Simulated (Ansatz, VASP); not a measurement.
**KTaO3: VASP beside Ansatz**

```xyz
5
Lattice="3.4841 0.0000 0.0000 0.0000 3.4841 0.0000 0.0000 0.0000 5.2262" Properties=species:S:1:pos:R:3 pbc="T T T"
K     1.7421    1.7421    2.6131
Ta    0.0000    0.0000    0.0000
O     1.7421    0.0000    0.0000
O     0.0000    1.7421    0.0000
O     0.0000    0.0000    2.6131
```

Alike in both runs: task single point; functional r2SCAN; k mesh 6 × 6 × 6; occupations gaussian, width 0.05 eV; no spin polarisation.

```csv
,VASP,Ansatz
version,VASP 6.6.1,Ansatz 0.2.0
potentials or method,"VASP PAW PBE potentials, release 64 (K_sv, Ta_pv, O)","scalar-relativistic, plane waves, PAW"
plane-wave cutoff (eV),520,500
valence electrons in the cell,38,40
```

VASP gave:

| Item | Value |
| --- | --- |
| gap on the k mesh at the Fermi level (eV) | 0.99 |
| least direct gap on the mesh (eV) | 0.99 |

Estimate Ansatz's values.

gap on the k mesh at the Fermi level (eV): 1.03; least direct gap on the mesh (eV): 1.03.

With one functional, cell and mesh, what is left measures potentials, basis and numerics. The two sets of potentials don't hold the same shells in valence.

Caveats: spin-orbit coupling is left out, which moves the levels of the heavy elements. A k mesh can miss the band edges. r2SCAN opens gaps a little over a GGA but as a rule still falls short of measured ones.
